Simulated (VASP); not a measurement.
**Moving the dispersion correction in MgB2**

The cell as given:

```xyz
6
Lattice="0.0000 2.9936 2.9936 2.9936 0.0000 2.9936 2.9936 2.9936 0.0000" Properties=species:S:1:pos:R:3 pbc="T T T"
Mg    0.0000    0.0000    0.0000
Mg    1.4968    1.4968    1.4968
B     2.2452    3.7420    2.2452
B     2.2452    2.2452    3.7420
B     3.7420    2.2452    2.2452
B     3.7420    3.7420    3.7420
```

Measurements of this composition are mostly on another form, of space group No. 191.

Kept alike: task relaxation of cell and atoms; functional PBEsol; k mesh 6 × 6 × 6; occupations fermi-dirac, width 0.05 eV; no spin polarisation. Program: VASP, PBE PAW files B, Mg, 600 eV. The mesh is that of the run's cell of 6 atoms. No spin-orbit coupling.

| dispersion correction | volume (Å³/atom) |
| --- | --- |
| D3(zero) | 8.511 |
| D3(BJ) | 8.502 |
| D4 | 8.619 |
| none | 8.768 |
| rVV10 (b = 20) | 8.757 |

The relaxations keep at least the cell's symmetry (Fd-3m). For a metal such a mesh leaves the last digits unconverged. Relaxations stop with a little pressure left, so the last digits of a volume or edge aren't settled. All rows use potentials made for PBE.

The volume runs from 8.502 (D3(BJ)) to 8.768 Å³/atom (none). Against no correction: D3(zero) -2.9 %; D3(BJ) -3.0 %; D4 -1.7 %; rVV10 (b = 20) -0.1 %. Dispersion terms mostly attract and so lower the volume; the schemes' coefficients and damping set how far.
